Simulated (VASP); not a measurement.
# GaAs (F-43m) in VASP: notebook

One crystal, GaAs, is run at these levels: LDA; tasks: single point.

All numbers are computed with VASP 6.6.1; they aren't measurements. Logs are shortened: lines on timing, memory, paths and dates and some standing lists are left out, and cuts for length are marked.

## Step 1: The undisturbed crystal

The structure is cubic, space group F-43m (No. 216). Conventional cell: a = 5.654 Å, b = 5.654 Å, c = 5.654 Å, α = 90.00°, β = 90.00°, γ = 90.00°. Ga (site symmetry -43m) is surrounded by 4 As at 2.45 Å. Around As (site symmetry -43m) lie 4 Ga at 2.45 Å.

## Step 2: Single point, LDA (a relaxed cell with its volume scaled by 1.03)

INCAR reads:

```
ALGO = Normal
EDIFF = 1E-7
ENCUT = 350
GGA = CA
ISIF = 2
ISMEAR = 0
LASPH = T
LCHARG = F
LREAL = F
LWAVE = F
NBANDS = 16
NELM = 80
PREC = Accurate
SIGMA = 0.02
```

KPOINTS reads:

```
k-points
0
Gamma
  6 6 6
```

POSCAR reads:

```
GaAs                                    
1.0
    0.0000000000      2.8311476435      2.8311476435
    2.8311476435      0.0000000000      2.8311476435
    2.8311476435      2.8311476435     -0.0000000000
  Ga              As            
     1     1
Direct
     0.0000000000000000    0.0000000000000000    0.0000000000000000
     0.2500000000000000    0.2500000000000000    0.2500000000000000
```

Potentials or basis: VASP PAW LDA potentials, release 64 (Ga_d, As).

Command:

```sh
> cat potpaw_LDA.64/Ga_d/POTCAR potpaw_LDA.64/As/POTCAR > POTCAR
> mpirun -np 1 vasp_std > vasp.out
```

OUTCAR:

```text
EDIFF = 1E-7
   ENCUT = 350
   GGA = CA
   ISIF = 2
   ISMEAR = 0
   LASPH = T
   LREAL = F
   NELM = 80
   PREC = Accurate

 ion  position               nearest neighbor table
   1  0.000  0.000  0.000-   2 2.45   2 2.45   2 2.45   2 2.45
   2  0.250  0.250  0.250-   1 2.45   1 2.45   1 2.45   1 2.45

  LATTYP: Found a face centered cubic cell.
 ALAT       =     5.6622952870

  Lattice vectors:

 A1 = (   0.0000000000,   2.8311476435,   2.8311476435)
 A2 = (   2.8311476435,   0.0000000000,   2.8311476435)
 A3 = (   2.8311476435,   2.8311476435,   0.0000000000)

Analysis of symmetry for initial positions (statically):
=====================================================================
 Subroutine PRICEL returns:
 Original cell was already a primitive cell.

 Routine SETGRP: Setting up the symmetry group for a
 face centered cubic supercell.

 Subroutine GETGRP returns: Found 24 space group operations
 (whereof 24 operations were pure point group operations)
 out of a pool of 48 trial point group operations.

The static configuration has the point symmetry T_d .

Analysis of symmetry for dynamics (positions and initial velocities):
=====================================================================
 Subroutine PRICEL returns:
 Original cell was already a primitive cell.

 Routine SETGRP: Setting up the symmetry group for a
 face centered cubic supercell.

 Subroutine GETGRP returns: Found 24 space group operations
 (whereof 24 operations were pure point group operations)
 out of a pool of 48 trial point group operations.

The dynamic configuration has the point symmetry T_d .

 Subroutine INISYM returns: Found 24 space group operations
 (whereof 24 operations are pure point group operations),
 and found     1 'primitive' translations

----------------------------------------------------------------------------------------

                                     Primitive cell

  volume of cell :      45.3855

  direct lattice vectors                    reciprocal lattice vectors
     0.000000000  2.831147644  2.831147644    -0.176606826  0.176606826  0.176606826
     2.831147644  0.000000000  2.831147644     0.176606826 -0.176606826  0.176606826
     2.831147644  2.831147644  0.000000000     0.176606826  0.176606826 -0.176606826

  length of vectors
     4.003847395  4.003847395  4.003847395     0.305891996  0.305891996  0.305891996

  position of ions in fractional coordinates (direct lattice)
     0.000000000  0.000000000  0.000000000
     0.250000000  0.250000000  0.250000000

  ion indices of the primitive-cell ions
   primitive index   ion index
                 1           1
                 2           2

----------------------------------------------------------------------------------------

 KPOINTS: k-points

Automatic generation of k-mesh.
 Grid dimensions read from file:
 generate k-points for:    6    6    6

 Generating k-lattice:

  Cartesian coordinates                     Fractional coordinates (reciprocal lattice)
    -0.029434471  0.029434471  0.029434471     0.166666667  0.000000000  0.000000000
     0.029434471 -0.029434471  0.029434471     0.000000000  0.166666667  0.000000000
     0.029434471  0.029434471 -0.029434471     0.000000000  0.000000000  0.166666667

  Length of vectors
     0.050981999  0.050981999  0.050981999

  Shift w.r.t. Gamma in fractional coordinates (k-lattice)
     0.000000000  0.000000000  0.000000000

 Subroutine IBZKPT returns following result:
 ===========================================

 Found     16 irreducible k-points:

 Following reciprocal coordinates:
            Coordinates               Weight
  0.000000  0.000000  0.000000      1.000000
  0.166667  0.000000  0.000000      8.000000
  0.333333  0.000000  0.000000      8.000000
  0.500000  0.000000  0.000000      4.000000
  0.166667  0.166667  0.000000      6.000000
  0.333333  0.166667  0.000000     24.000000
[... 8 lines left out ...]
 -0.333333  0.333333  0.166667     24.000000
 -0.333333  0.500000  0.166667     12.000000
   k-points           NKPTS =     16   k-points in BZ     NKDIM =     16   number of bands    NBANDS=     16
   number of dos      NEDOS =    301   number of ions     NIONS =      2
   total plane-waves  NPLWV =  13824
   dimension x,y,z NGX =    24 NGY =   24 NGZ =   24
   dimension x,y,z NGXF=    48 NGYF=   48 NGZF=   48
   ions per type =               1   1
   NGX,Y,Z   is equivalent  to a cutoff of   9.97,  9.97,  9.97 a.u.
   NGXF,Y,Z  is equivalent  to a cutoff of  19.93, 19.93, 19.93 a.u.
 SYSTEM =  unknown system
   PREC   = accura    normal or accurate (medium, high low for compatibility)
   ISTART =      0    job   : 0-new  1-cont  2-samecut
   ICHARG =      2    charge: 1-file 2-atom 10-const
   ISPIN  =      1    spin polarized calculation?
   LNONCOLLINEAR =      F non collinear calculations
   LSORBIT =      F    spin-orbit coupling
   LASPH  =      T    aspherical Exc in radial PAW
   ENCUT  =  350.0 eV  25.72 Ry    5.07 a.u.   6.11  6.11  6.11*2*pi/ulx,y,z
   NELM   =     80;   NELMIN=  2; NELMDL= -5     # of ELM steps
   EDIFF  = 0.1E-06   stopping-criterion for ELM
   LREAL  =      F    real-space projection
   EDIFFG = 0.1E-05   stopping-criterion for IOM
   NSW    =      0    number of steps for IOM
   IBRION =     -1    ionic relax: 0-MD 1-quasi-New 2-CG
   NFREE  =      0    steps in history (QN), initial steepest desc. (CG)
   ISIF   =      2    stress and relaxation
   ISYM   =      2    0-nonsym 1-usesym 2-fastsym
   POTIM  = 0.5000    time-step for ionic-motion
   TEBEG  =    0.0;   TEEND  =   0.0 temperature during run
   PSTRESS=    0.0 pullay stress
   NELECT =      18.0000    total number of electrons
   NUPDOWN=      -1.0000    fix difference up-down
   EMIN   =  10.00;   EMAX   =-10.00  energy-range for DOS
   EFERMI =   0.00;   METHOD = LEGACY
   ISMEAR =     0;   SIGMA  =   0.02  broadening in eV -4-tet -1-fermi 0-gaus
   EFERMI_NEDOS =   21; number of points for ismear=-14 and -15
   IALGO  =     38    algorithm
   IMIX   =      4    mixing-type and parameters
     AMIX     =   0.40;   BMIX     =  1.00
     AMIX_MAG =   1.60;   BMIX_MAG =  1.00
  volume/ion in A,a.u.               =      22.69       153.14
  Fermi-wavevector in a.u.,A,eV,Ry     =   1.202799  2.272961 19.683903  1.446726
  Thomas-Fermi vector in A             =   2.338571
   LORBIT       =      0    0 simple, 1 ext, 2 COOP (PROOUT), +10 PAW based schemes
   GGA     = CA    functional components
   LHFCALC =     F    Hartree Fock is set to
   AEXX    =    0.0000 exact exchange contribution
   IVDW    =     0    specifies the selected vdW correction
   LEPSILON=     F    determine dielectric tensor
   LRPA    =     F    only Hartree local field effects (RPA)
 non-spin polarized calculation
 Gauss-broadening in eV      SIGMA  =   0.02
  energy-cutoff  :      350.00
  volume of cell :       45.39
 maximum number of plane-waves:       692
   NGX = 13   NGY = 13   NGZ = 13

 number of electron      18.0000027 magnetization

 Free energy of the ion-electron system (eV)
  ---------------------------------------------------
  ext. energy  EPLUGINS =         0.00000000
  ---------------------------------------------------
  free energy    TOTEN  =        -9.60756996 eV

  energy without entropy =       -9.60756996  energy(sigma->0) =       -9.60756996

 E-fermi :   3.9321     XC(G=0):  -9.8897

 val. band max:        3.7672221120   @ k =   0.0000   0.0000   0.0000
 cond. band min:       4.0600492049   @ k =   0.0000   0.0000   0.0000
 fundamental gap:      0.2928270929
 Fermi energy:         3.9321094855

 k-point     1 :       0.0000    0.0000    0.0000
  band No.  band energies     occupation
      1     -11.1562      2.00000
      2     -11.1562      2.00000
      3     -11.1562      2.00000
      4     -11.0795      2.00000
      5     -11.0795      2.00000
      6      -8.9661      2.00000
[... 8 lines left out ...]
     15      13.9190      0.00000
     16      13.9190      0.00000

 k-point     2 :       0.1667    0.0000    0.0000
  band No.  band energies     occupation
      1     -11.1772      2.00000
      2     -11.1505      2.00000
      3     -11.1505      2.00000
      4     -11.0797      2.00000
      5     -11.0797      2.00000
      6      -8.6486      2.00000
[... 8 lines left out ...]
     15      12.7837      0.00000
     16      12.7837      0.00000

 k-point     3 :       0.3333    0.0000    0.0000
  band No.  band energies     occupation
      1     -11.2145      2.00000
      2     -11.1410      2.00000
      3     -11.1410      2.00000
      4     -11.0780      2.00000
      5     -11.0780      2.00000
      6      -7.8273      2.00000
[... 8 lines left out ...]
     15      13.3877      0.00000
     16      13.3877      0.00000

 k-point     4 :       0.5000    0.0000    0.0000
  band No.  band energies     occupation
      1     -11.2315      2.00000
      2     -11.1374      2.00000
      3     -11.1374      2.00000
      4     -11.0758      2.00000
      5     -11.0758      2.00000
      6      -7.2144      2.00000
[... 8 lines left out ...]
     15      15.5532      0.00000
     16      15.5532      0.00000
[... 172 lines left out ...]
 k-point    14 :       0.5000    0.3333    0.1667
  band No.  band energies     occupation
      1     -11.2372      2.00000
      2     -11.1302      2.00000
      3     -11.1234      2.00000
      4     -11.0897      2.00000
      5     -11.0738      2.00000
      6      -7.1687      2.00000
[... 8 lines left out ...]
     15      14.7489      0.00000
     16      16.7234      0.00000

 k-point    15 :      -0.3333    0.3333    0.1667
  band No.  band energies     occupation
      1     -11.2445      2.00000
      2     -11.1298      2.00000
      3     -11.1187      2.00000
      4     -11.0875      2.00000
      5     -11.0762      2.00000
      6      -6.6673      2.00000
[... 8 lines left out ...]
     15      15.7972      0.00000
     16      16.3991      0.00000

 k-point    16 :      -0.3333    0.5000    0.1667
  band No.  band energies     occupation
      1     -11.2532      2.00000
      2     -11.1220      2.00000
      3     -11.1127      2.00000
      4     -11.0942      2.00000
      5     -11.0727      2.00000
      6      -6.4357      2.00000
[... 8 lines left out ...]
     15      15.8816      0.00000
     16      16.9620      0.00000

------------------------ aborting loop because EDIFF is reached ----------------------------------------

  FORCE on cell =-STRESS in cart. coord.  units (eV):
  Direction    XX          YY          ZZ          XY          YZ          ZX
  --------------------------------------------------------------------------------------
  -------------------------------------------------------------------------------------
  Total       -0.5909456     -0.5909456     -0.5909456     -0.0000000      0.0000000     -0.0000000
  in kB      -20.8612599    -20.8612599    -20.8612599     -0.0000000      0.0000000     -0.0000000
  external PRESSURE =     -20.8612599 kB  Pullay stress =       0.0000000 kB

 VOLUME and BASIS-vectors are now :
 -----------------------------------------------------------------------------
  energy-cutoff  :      350.00
  volume of cell :       45.39
      direct lattice vectors                 reciprocal lattice vectors
     0.000000000  2.831147644  2.831147644    -0.176606826  0.176606826  0.176606826
     2.831147644  0.000000000  2.831147644     0.176606826 -0.176606826  0.176606826
     2.831147644  2.831147644  0.000000000     0.176606826  0.176606826 -0.176606826

 POSITION                                       TOTAL-FORCE (eV/Angst)
 -----------------------------------------------------------------------------------
      0.00000      0.00000      0.00000         0.000000      0.000000      0.000000
      1.41557      1.41557      1.41557        -0.000000     -0.000000     -0.000000
 -----------------------------------------------------------------------------------
    total drift:                                0.000003      0.000003      0.000002

  FREE ENERGIE OF THE ION-ELECTRON SYSTEM (eV)
  ---------------------------------------------------
  free  energy   TOTEN  =        -9.6075699593 eV

  energy  without entropy=       -9.6075699593  energy(sigma->0) =       -9.60756996
```

Run time: 10 s. Hardware: 1 thread of Intel Xeon Platinum 8375C at 2.90GHz (Ice Lake), shared host; peak memory 0.12 GiB.

What came out:

| Property | Result |
| --- | --- |
| Free energy | -9.6076 eV |
| Pressure | -2.1 GPa |
| Band gap on the k mesh | 0.29 eV, direct |

Caveat: the cutoff is under 1.25 times the usual one of these potentials, so pressure, stress and relaxed cells hold a basis-set (Pulay) error.

(Continued in part 2 of 2.)
